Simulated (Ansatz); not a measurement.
Crystal: InPd.

```
In Pd
1.0
     0.00000    2.74607    2.74607
     2.74607    0.00000    2.74607
     2.74607    2.74607    0.00000
In Pd
1 1
Cartesian
  0.0000 0.0000 0.0000
  2.7461 2.7461 2.7461
```

The cell was built by a generator and needn't be a form met in nature.

```yaml
Program: Ansatz 0.2.0
Task: relaxation of cell and atoms
Functional: HSEsol
Potentials_or_basis: Ansatz PAW
Cutoff: "420 eV (not typed: the program's choice for these potentials)"
k_mesh: 4 × 4 × 4
Occupations: fermi-dirac, width 0.05 eV
Spin: no spin polarisation
```

At the start: volume 20.71 Å³/atom.

Where does the relaxation end?

It ends after 5 steps and the volume is 19.14 Å³/atom (-7.6 %); space group Fm-3m (No. 225, to 0.05 Å).

Step by step:
| step | energy change (eV) | largest force (eV/Å) | volume (Å³) |
| --- | --- | --- | --- |
| 1 | 0.0000 | 0.0000 | 41.42 |
| 2 | -0.0096 | 0.0000 | 35.65 |
| 3 | -0.0789 | 0.0000 | 38.72 |
| 4 | -0.0811 | 0.0000 | 38.28 |
| 5 | -0.0783 | 0.0000 | 38.28 |

Final structure:
```cif
data_structure
_symmetry_space_group_name_H-M 'P 1'
_symmetry_Int_Tables_number 1
_cell_length_a 3.7828
_cell_length_b 3.7828
_cell_length_c 3.7828
_cell_angle_alpha 60.000
_cell_angle_beta 60.000
_cell_angle_gamma 60.000
_cell_volume 38.28
loop_
_atom_site_label
_atom_site_type_symbol
_atom_site_fract_x
_atom_site_fract_y
_atom_site_fract_z
_atom_site_occupancy
In1 In 0.00000 0.00000 0.00000 1
Pd1 Pd 0.50000 0.50000 0.50000 1
```

Caveat: the k mesh is coarse (spacing up to 0.50 Å⁻¹), so the values aren't converged, least of all with exact exchange; the plane-wave basis is chosen anew once the cell has moved, so the energies of steps on either side of that aren't comparable; the PAW data sets come from PBE, with cores solved anew for the run's functional, which leaves a small shift of forces and pressure.
